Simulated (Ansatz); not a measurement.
The system is MnS.

```xyz
2
Lattice="0.0000 2.4735 2.4735 2.4735 0.0000 2.4735 2.4735 2.4735 0.0000" Properties=species:S:1:pos:R:3 pbc="T T T"
Mn    0.0000    0.0000    0.0000
S     3.7102    3.7102    3.7102
```

The cell is a database's computed one.

Base run:

| Property | Result |
| --- | --- |
| Program | Ansatz 0.2.0 |
| Functional | PBEsol |
| Potentials or basis | Ansatz PAW |
| Cutoff | 420 eV (not typed: the program's choice for these potentials) |
| k mesh | 9 × 9 × 9 |
| Occupations | fermi-dirac, width 0.05 eV |
| Spin | no spin polarisation |

Its results: band gap on the k mesh none (metal or under the smearing width); pressure -3.1 GPa.

The run is repeated on the same cell with these changes: spin from no spin polarisation to collinear spin, random start. What comes out?

Band gap on the k mesh none (metal or under the smearing width); pressure -3.0 GPa; net moment 0.24 μB per cell; site moments Mn +0.20; S -0.00 μB.

Caveats: semilocal functionals often make such compounds metallic where correlation or magnetic order opens a gap, which also shifts bond lengths; the PAW data sets come from PBE, with cores solved anew for the run's functional, which leaves a small shift of forces and pressure.
